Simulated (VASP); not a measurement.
# MoS2 (Fm-3m) in VASP: further runs

Aim: see how the results for MoS2 move with the level of theory and the settings. Levels: PBEsol+U, PBE+U. Tasks: single point.

All numbers are computed with VASP 6.6.1; they aren't measurements. Logs are shortened: lines on timing, memory, paths and dates and some standing lists are left out, and cuts for length are marked.

### 1 Starting point

It takes space group Fm-3m (No. 225, cubic). The conventional cell has a = 5.992 Å, b = 5.992 Å, c = 5.992 Å, α = 90.00°, β = 90.00°, γ = 90.00°. Mo (site symmetry m-3m) has 8 S at 2.59 Å as nearest neighbours. S (site symmetry -43m) is surrounded by 4 Mo at 2.59 Å.

Measurements of this composition are mostly on another form, of space group No. 194.

### 2 Single point, PBEsol+U

File INCAR:

```
ALGO = Normal ; EDIFF = 1E-6
ENCUT = 520 ; GGA = PS
ISIF = 2 ; ISMEAR = 0
LASPH = True ; LCHARG = False
LDAU = True ; LDAUJ = 0 0
LDAUL = 2 -1 ; LDAUPRINT = 1
LDAUTYPE = 2 ; LDAUU = 6 0
LMAXMIX = 4 ; LREAL = False
LWAVE = False ; NELM = 80
PREC = Accurate ; SIGMA = 0.05
```

File KPOINTS:

```
k-points
0
Gamma
  6 6 6
```

File POSCAR:

```
MoS2
1.0
    0.0000000000      2.9959514200      2.9959514200
    2.9959514200      0.0000000000      2.9959514200
    2.9959514200      2.9959514200      0.0000000000
Mo S
1 2
Direct
    0.0000000000      0.0000000000      0.0000000000
    0.2500000000      0.2500000000      0.2500000000
    0.7500000000      0.7500000000      0.7500000000
```

Potentials or basis: VASP PAW PBE potentials, release 64 (Mo_sv, S).

The run is started by

```
$ cat potpaw_PBE.64/Mo_sv/POTCAR potpaw_PBE.64/S/POTCAR > POTCAR
$ mpirun -np 1 vasp_std > vasp.out
```

OUTCAR:

```text
EDIFF = 1E-6
   ENCUT = 520
   GGA = PS
   ISIF = 2
   ISMEAR = 0
   LASPH = True
   LREAL = False
   NELM = 80
   PREC = Accurate

 ion  position               nearest neighbor table
   1  0.000  0.000  0.000-   3 2.59   3 2.59   3 2.59   2 2.59   2 2.59   2 2.59   3 2.59   2 2.59

   2  0.250  0.250  0.250-   1 2.59   1 2.59   1 2.59   1 2.59
   3  0.750  0.750  0.750-   1 2.59   1 2.59   1 2.59   1 2.59

  LATTYP: Found a face centered cubic cell.
 ALAT       =     5.9919028400

  Lattice vectors:

 A1 = (   0.0000000000,   2.9959514200,   2.9959514200)
 A2 = (   2.9959514200,   0.0000000000,   2.9959514200)
 A3 = (   2.9959514200,   2.9959514200,   0.0000000000)

Analysis of symmetry for initial positions (statically):
=====================================================================
 Subroutine PRICEL returns:
 Original cell was already a primitive cell.

 Routine SETGRP: Setting up the symmetry group for a
 face centered cubic supercell.

 Subroutine GETGRP returns: Found 48 space group operations
 (whereof 48 operations were pure point group operations)
 out of a pool of 48 trial point group operations.

The static configuration has the point symmetry O_h .

Analysis of symmetry for dynamics (positions and initial velocities):
=====================================================================
 Subroutine PRICEL returns:
 Original cell was already a primitive cell.

 Routine SETGRP: Setting up the symmetry group for a
 face centered cubic supercell.

 Subroutine GETGRP returns: Found 48 space group operations
 (whereof 48 operations were pure point group operations)
 out of a pool of 48 trial point group operations.

The dynamic configuration has the point symmetry O_h .

 Subroutine INISYM returns: Found 48 space group operations
 (whereof 48 operations are pure point group operations),
 and found     1 'primitive' translations

----------------------------------------------------------------------------------------

                                     Primitive cell

  volume of cell :      53.7817

  direct lattice vectors                    reciprocal lattice vectors
     0.000000000  2.995951420  2.995951420    -0.166891892  0.166891892  0.166891892
     2.995951420  0.000000000  2.995951420     0.166891892 -0.166891892  0.166891892
     2.995951420  2.995951420  0.000000000     0.166891892  0.166891892 -0.166891892

  length of vectors
     4.236915130  4.236915130  4.236915130     0.289065236  0.289065236  0.289065236

  position of ions in fractional coordinates (direct lattice)
     0.000000000  0.000000000  0.000000000
     0.250000000  0.250000000  0.250000000
     0.750000000  0.750000000  0.750000000

  ion indices of the primitive-cell ions
   primitive index   ion index
                 1           1
                 2           2
                 3           3

----------------------------------------------------------------------------------------

 KPOINTS: k-points

Automatic generation of k-mesh.
 Grid dimensions read from file:
 generate k-points for:    6    6    6

 Generating k-lattice:

  Cartesian coordinates                     Fractional coordinates (reciprocal lattice)
    -0.027815315  0.027815315  0.027815315     0.166666667  0.000000000  0.000000000
     0.027815315 -0.027815315  0.027815315     0.000000000  0.166666667  0.000000000
     0.027815315  0.027815315 -0.027815315     0.000000000  0.000000000  0.166666667
[... 33 lines left out ...]
   dimension x,y,z NGX =    32 NGY =   32 NGZ =   32
   dimension x,y,z NGXF=    64 NGYF=   64 NGZF=   64
   ions per type =               1   2
   NGX,Y,Z   is equivalent  to a cutoff of  12.56, 12.56, 12.56 a.u.
   NGXF,Y,Z  is equivalent  to a cutoff of  25.11, 25.11, 25.11 a.u.
 SYSTEM =  unknown system
   PREC   = accura    normal or accurate (medium, high low for compatibility)
   ISTART =      0    job   : 0-new  1-cont  2-samecut
   ICHARG =      2    charge: 1-file 2-atom 10-const
   ISPIN  =      1    spin polarized calculation?
   LNONCOLLINEAR =      F non collinear calculations
   LSORBIT =      F    spin-orbit coupling
   LASPH  =      T    aspherical Exc in radial PAW
   ENCUT  =  520.0 eV  38.22 Ry    6.18 a.u.   7.88  7.88  7.88*2*pi/ulx,y,z
   NELM   =     80;   NELMIN=  2; NELMDL= -5     # of ELM steps
   EDIFF  = 0.1E-05   stopping-criterion for ELM
   LREAL  =      F    real-space projection
   EDIFFG = 0.1E-04   stopping-criterion for IOM
   NSW    =      0    number of steps for IOM
   IBRION =     -1    ionic relax: 0-MD 1-quasi-New 2-CG
   NFREE  =      0    steps in history (QN), initial steepest desc. (CG)
   ISIF   =      2    stress and relaxation
   ISYM   =      2    0-nonsym 1-usesym 2-fastsym
   POTIM  = 0.5000    time-step for ionic-motion
   TEBEG  =    0.0;   TEEND  =   0.0 temperature during run
   PSTRESS=    0.0 pullay stress
   NELECT =      26.0000    total number of electrons
   NUPDOWN=      -1.0000    fix difference up-down
   EMIN   =  10.00;   EMAX   =-10.00  energy-range for DOS
   EFERMI =   0.00;   METHOD = LEGACY
   ISMEAR =     0;   SIGMA  =   0.05  broadening in eV -4-tet -1-fermi 0-gaus
   EFERMI_NEDOS =   21; number of points for ismear=-14 and -15
   IALGO  =     38    algorithm
   IMIX   =      4    mixing-type and parameters
     AMIX     =   0.40;   BMIX     =  1.00
     AMIX_MAG =   1.60;   BMIX_MAG =  1.00
  volume/ion in A,a.u.               =      17.93       120.98
  Fermi-wavevector in a.u.,A,eV,Ry     =   1.284856  2.428026 22.461251  1.650855
  Thomas-Fermi vector in A             =   2.417025
   LORBIT       =      0    0 simple, 1 ext, 2 COOP (PROOUT), +10 PAW based schemes
 LDA+U is selected, type is set to LDAUTYPE =  2
   angular momentum for each species LDAUL =     2   -1
   U (eV)           for each species LDAUU =   6.0  0.0
   J (eV)           for each species LDAUJ =   0.0  0.0
   GGA     = PS    functional components
   LHFCALC =     F    Hartree Fock is set to
   AEXX    =    0.0000 exact exchange contribution
   IVDW    =     0    specifies the selected vdW correction
   LEPSILON=     F    determine dielectric tensor
   LRPA    =     F    only Hartree local field effects (RPA)
 non-spin polarized calculation
 Gauss-broadening in eV      SIGMA  =   0.05
  energy-cutoff  :      520.00
  volume of cell :       53.78
 maximum number of plane-waves:      1464
   NGX = 15   NGY = 15   NGZ = 15

atom =   1  type =  1  l = 2

 onsite density matrix

spin component  1

  0.2909  0.0000  0.0000 -0.0000  0.0000
  0.0000  0.2909  0.0000  0.0000 -0.0000
  0.0000  0.0000  0.4862  0.0000 -0.0000
 -0.0000  0.0000  0.0000  0.2909  0.0000
  0.0000 -0.0000 -0.0000  0.0000  0.4862

spin component  2

  0.2909  0.0000  0.0000 -0.0000  0.0000
  0.0000  0.2909  0.0000  0.0000 -0.0000
  0.0000  0.0000  0.4862  0.0000 -0.0000
 -0.0000  0.0000  0.0000  0.2909  0.0000
  0.0000 -0.0000 -0.0000  0.0000  0.4862

 occupancies and eigenvectors

  o =  0.2909  v =  1.0000  0.0000  0.0000  0.0000  0.0000  0.0000  0.0000  0.0000  0.0000  0.0000      0.0000  0.0000  0.0000  0.0000  0.0000  0.0000  0.0000  0.0000  0.0000  0.0000
  o =  0.2909  v =  0.0000  0.0000  0.0000  0.0000  0.0000  1.0000  0.0000  0.0000  0.0000  0.0000      0.0000  0.0000  0.0000  0.0000  0.0000  0.0000  0.0000  0.0000  0.0000  0.0000
  o =  0.2909  v =  0.0000 -0.2209  0.0000 -0.9753  0.0000  0.0000  0.0000  0.0000  0.0000  0.0000      0.0000  0.0000  0.0000  0.0000  0.0000  0.0000  0.0000  0.0000  0.0000  0.0000
  o =  0.2909  v =  0.0000  0.0000  0.0000  0.0000  0.0000  0.0000 -0.2209  0.0000 -0.9753  0.0000      0.0000  0.0000  0.0000  0.0000  0.0000  0.0000  0.0000  0.0000  0.0000  0.0000
  o =  0.2909  v =  0.0000  0.0000  0.0000  0.0000  0.0000  0.0000 -0.9753 -0.0000  0.2209 -0.0000      0.0000  0.0000  0.0000  0.0000  0.0000  0.0000  0.0000  0.0000  0.0000  0.0000
  o =  0.2909  v =  0.0000 -0.9753 -0.0000  0.2209 -0.0000  0.0000  0.0000  0.0000  0.0000  0.0000      0.0000  0.0000  0.0000  0.0000  0.0000  0.0000  0.0000  0.0000  0.0000  0.0000
  o =  0.4862  v =  0.0000  0.0000  0.0000  0.0000  0.0000  0.0000 -0.0000  1.0000  0.0000  0.0067      0.0000  0.0000  0.0000  0.0000  0.0000  0.0000  0.0000  0.0000  0.0000  0.0000
  o =  0.4862  v =  0.0000 -0.0000  1.0000  0.0000  0.0067  0.0000  0.0000  0.0000  0.0000  0.0000      0.0000  0.0000  0.0000  0.0000  0.0000  0.0000  0.0000  0.0000  0.0000  0.0000
  o =  0.4862  v =  0.0000  0.0000  0.0000  0.0000  0.0000  0.0000  0.0000  0.0067  0.0000 -1.0000      0.0000  0.0000  0.0000  0.0000  0.0000  0.0000  0.0000  0.0000  0.0000  0.0000
  o =  0.4862  v =  0.0000  0.0000  0.0067  0.0000 -1.0000  0.0000  0.0000  0.0000  0.0000  0.0000      0.0000  0.0000  0.0000  0.0000  0.0000  0.0000  0.0000  0.0000  0.0000  0.0000

 number of electron      26.0000003 magnetization

 Free energy of the ion-electron system (eV)
  ---------------------------------------------------
  ext. energy  EPLUGINS =         0.00000000
  ---------------------------------------------------
  free energy    TOTEN  =       -14.16643874 eV

  energy without entropy =      -14.16116589  energy(sigma->0) =      -14.16380231

 E-fermi :   7.3201     XC(G=0): -11.1147

 val. band max:        7.3110928118   @ k =   0.5000   0.3333   0.0000
 cond. band min:       7.3660313310   @ k =   0.5000   0.1667   0.0000
 fundamental gap:      0.0549385192
 Fermi energy:         7.3201246236

 k-point     1 :       0.0000    0.0000    0.0000
  band No.  band energies     occupation
      1     -54.1440      2.00000
      2     -28.2066      2.00000
      3     -28.2066      2.00000
      4     -28.2066      2.00000
      5      -7.3690      2.00000
      6      -3.2023      2.00000
[... 297 lines left out ...]
      4     -28.2159      2.00000
      5      -5.4544      2.00000
      6      -5.0658      2.00000
[... 9 lines left out ...]
     16      10.1310      0.00000
     17      11.3458      0.00000

------------------------ aborting loop because EDIFF is reached ----------------------------------------

  FORCE on cell =-STRESS in cart. coord.  units (eV):
  Direction    XX          YY          ZZ          XY          YZ          ZX
  --------------------------------------------------------------------------------------
  -------------------------------------------------------------------------------------
  Total       -2.5157004     -2.5157004     -2.5157004      0.0000000     -0.0000000     -0.0000000
  in kB      -74.9437138    -74.9437138    -74.9437138      0.0000000     -0.0000000     -0.0000000
  external PRESSURE =     -74.9437138 kB  Pullay stress =       0.0000000 kB

 VOLUME and BASIS-vectors are now :
 -----------------------------------------------------------------------------
  energy-cutoff  :      520.00
  volume of cell :       53.78
      direct lattice vectors                 reciprocal lattice vectors
     0.000000000  2.995951420  2.995951420    -0.166891892  0.166891892  0.166891892
     2.995951420  0.000000000  2.995951420     0.166891892 -0.166891892  0.166891892
     2.995951420  2.995951420  0.000000000     0.166891892  0.166891892 -0.166891892

 POSITION                                       TOTAL-FORCE (eV/Angst)
 -----------------------------------------------------------------------------------
      0.00000      0.00000      0.00000         0.000000     -0.000000      0.000000
      1.49798      1.49798      1.49798         0.000000      0.000000      0.000000
      4.49393      4.49393      4.49393        -0.000000     -0.000000     -0.000000
 -----------------------------------------------------------------------------------
    total drift:                                0.000000     -0.000000      0.000000

  FREE ENERGIE OF THE ION-ELECTRON SYSTEM (eV)
  ---------------------------------------------------
  free  energy   TOTEN  =       -14.1664387399 eV

  energy  without entropy=      -14.1611658865  energy(sigma->0) =      -14.16380231
```

Run time: 23 s. Hardware: 1 thread of AMD EPYC 7R43 (Zen 3), shared host; peak memory 0.14 GiB.

What came out:

* Free energy: -14.1664 eV
* Pressure: -7.5 GPa
* Band gap on the k mesh: none (metal or under the smearing width)

Levels at points of the mesh, in eV from the Fermi level:
```csv
k point,band 9,band 10,band 11,band 12,band 13,band 14,band 15,band 16,band 17
"(0.00, 0.00, 0.00)",-5.23,-0.94,-0.94,-0.31,-0.31,-0.31,4.56,4.56,4.56
"(0.50, 0.00, 0.00)",-3.41,-2.71,-2.61,-2.61,-0.32,-0.32,2.11,4.09,4.09
"(0.50, 0.50, 0.00)",-4.61,-1.78,-1.78,-0.67,-0.07,1.07,2.23,3.70,3.70
```

Eigenvalues of the final occupation matrices:
```tsv
site	spin	trace	eigenvalues
site 1 d	1	1.85	0.29 0.29 0.29 0.49 0.49
site 1 d	2	1.85	0.29 0.29 0.29 0.49 0.49
```

Caveat: the PAW data sets were made with another functional, which shifts forces and pressure a little; U without spin polarisation on a metal has little footing.

### 3 Single point, PBE+U

File INCAR:

```
SYSTEM = MoS2
PREC = Accurate ; ENCUT = 520
EDIFF = 1E-7 ; ISMEAR = 0
SIGMA = 0.05 ; LREAL = .False.
LASPH = .True. ; NELM = 100
ALGO = Fast ; ISIF = 2
LWAVE = .False. ; LCHARG = .False.
LMAXMIX = 4 ; LDAU = .True.
LDAUTYPE = 2 ; LDAUL = 2 -1
LDAUU = 5 0 ; LDAUJ = 0 0
LDAUPRINT = 1 ; GGA = PE
```

File KPOINTS:

```
Automatic mesh
0
Gamma
  6 6 6
  0 0 0
```

POSCAR is that of step 2.

Potentials or basis: VASP PAW PBE potentials, release 64 (Mo_sv, S).

The run is started by

```
$ cat potpaw_PBE.64/Mo_sv/POTCAR potpaw_PBE.64/S/POTCAR > POTCAR
$ mpirun -np 1 vasp_std > vasp.out
```

It took 9 s on 1 thread of Intel Xeon 6975P-C (Granite Rapids), shared host; peak memory 0.17 GiB.

Results (log left out):

| Item | Value |
| --- | --- |
| Free energy | -13.7445 eV |
| Pressure | -3.6 GPa |
| Band gap on the k mesh | none (metal or under the smearing width) |

Levels at points of the mesh, in eV from the Fermi level:
```
           k point  band 11  band 12  band 13  band 14  band 15  band 16
(0.00, 0.00, 0.00)    -0.87    -0.35    -0.35    -0.35     4.38     5.23
(0.50, 0.00, 0.00)    -2.62    -2.62    -0.31    -0.31     1.90     3.95
(0.50, 0.50, 0.00)    -1.91    -0.60    -0.01     1.01     2.01     3.56
```

Eigenvalues of the final occupation matrices:
```tsv
site	spin	trace	eigenvalues
site 1 d	1	1.85	0.31 0.31 0.31 0.46 0.46
site 1 d	2	1.85	0.31 0.31 0.31 0.46 0.46
```

Caveat: U without spin polarisation on a metal has little footing.
